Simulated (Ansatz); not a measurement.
TiPbO3: reading a single point

```
CELL_PARAMETERS angstrom
3.94901 3.94901 0.00000
0.00000 3.94901 3.94901
3.94901 0.00000 3.94901
ATOMIC_POSITIONS crystal
Pb 0.00000 0.00000 0.00000
Pb 0.50000 0.50000 0.50000
Ti 0.25000 0.25000 0.25000
Ti 0.75000 0.75000 0.75000
O 0.00000 0.50000 0.00000
O 0.50000 0.00000 0.50000
O 0.00000 0.00000 0.50000
O 0.50000 0.50000 0.00000
O 0.00000 0.50000 0.50000
O 0.50000 0.00000 0.00000
```

The numbers come from plane-wave PAW DFT (Ansatz): r2SCAN, no spin polarisation, 500 eV, 6×6×6 Γ-centred k points, fermi-dirac occupations (width 0.1 eV). Nothing was relaxed.

**Question.** What does the stress say?

**Answer.** The pressure is -2.0 GPa (compression positive), so with the atoms held at these fractions the cell would first shrink.

**Question.** What is the formation energy?

**Answer.** -2.52 eV an atom against the elements' usual phases (free molecules for gases, crystals otherwise, with no correction for O₂ or N₂), so it is bound against them; other compounds may still compete. Relaxing would lower it.

**Question.** How is the charge shared?

**Answer.** Bader charges in e: Ti +2.35, Pb +1.45, O -1.27. In the mean Ti gives up most and O takes most.

**Question.** What is the character of the valence top and the conduction bottom?

**Answer.** Within 0.7 eV of the edges, the states project mainly on O p (87 %) below the gap and on Ti d (91 %) above it.

**Question.** What is the band gap?

**Answer.** The gap is 1.93 eV, indirect (the least direct gap found is 1.94 eV).

Origin: a database entry at a rescaled volume. Caveats: no spin-orbit coupling, which can shift this gap by tenths of an eV.
